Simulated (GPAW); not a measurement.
Input of a GPAW 26.7.0 run:

The input run.py:

```python
import json
import numpy as np
from ase.dft.bandgap import bandgap
from ase.io import read, write
from gpaw import GPAW, PW
from gpaw.response.g0w0 import G0W0

atoms = read('MgO.xyz')

calc = GPAW(mode=PW(650),
            xc='PBE',
            kpts={'size': (6, 6, 6), 'gamma': True},
            occupations={'name': 'fermi-dirac', 'width': 0.001},
            nbands=16,
            convergence={'density': 1e-06},
            maxiter=150,
            txt='gpaw.txt')
atoms.calc = calc
energy = atoms.get_potential_energy()
calc.write('gs.gpw')
write('result.traj', atoms)
print(f'Energy: {energy:.6f} eV')
print('Fermi level:', round(calc.get_fermi_level(), 4), 'eV')
print(f'Gap: {bandgap(calc)[0]:.4f} eV, direct: {bandgap(calc, direct=True)[0]:.4f} eV')

calc.diagonalize_full_hamiltonian(nbands=45)
calc.write('full.gpw', mode='all')

ibz = calc.get_ibz_k_points()
gap, vbm, cbm = bandgap(calc, output=None)
gap, direct, _ = bandgap(calc, direct=True, output=None)
gamma = int(np.abs(ibz).sum(1).argmin())
kpts = sorted({gamma, vbm[1], cbm[1], direct[1]})
gw = G0W0(calc='full.gpw',
          filename='gw',
          ecut=104.2,
          ecut_extrapolation=True,
          relbands=(-2, 2),
          kpts=kpts,
          integrate_gamma='WS',
          ppa=True)
gw.calculate()
results = {mode: {key: np.asarray(r[key]).tolist() for key in ['f', 'eps', 'vxc', 'exx', 'sigma', 'Z', 'qp', 'sigma_eskn']}
           for mode, r in gw.all_results.items()}
json.dump({'kpts': ibz[kpts].tolist(), 'results': results}, open('gw.json', 'w'))
for mode, r in results.items():
    f, qp = np.array(r['f']), np.array(r['qp'])
    print(mode, 'quasiparticle energies (eV):')
    print(qp.round(3))
    print(mode, 'gap:', round(qp[f < 0.5].min() - qp[f > 0.5].max(), 4), 'eV')
```

File MgO.xyz:

```xyz
2
Lattice="0.0000000000 2.0541934342 2.0541934342 2.0541934342 0.0000000000 2.0541934342 2.0541934342 2.0541934342 0.0000000000" Properties=species:S:1:pos:R:3 pbc="T T T"
Mg     0.0000000000      0.0000000000      0.0000000000
O      2.0541934342      2.0541934342      2.0541934342
```

Potentials or basis: GPAW PAW data sets (gpaw-data 1.2.1), pw.

Run with:

```sh
$ OMP_NUM_THREADS=1 python run.py
```

Question: What does it give for the quasiparticle gap?

Answer: 8.20 eV.

Question: Predict the least direct quasiparticle gap.

Answer: 8.20 eV.

Question: What does it give for the band gap on the k mesh, mean-field level?

Answer: 5.53 eV, direct.

Caveat: the k mesh is coarse (spacing up to 0.44 Å⁻¹), so the values aren't converged; the extrapolation in the response cutoff is poor; the quasiparticle gap is taken among the few k points that were corrected; the long-wavelength limit can be off by a per cent or two.
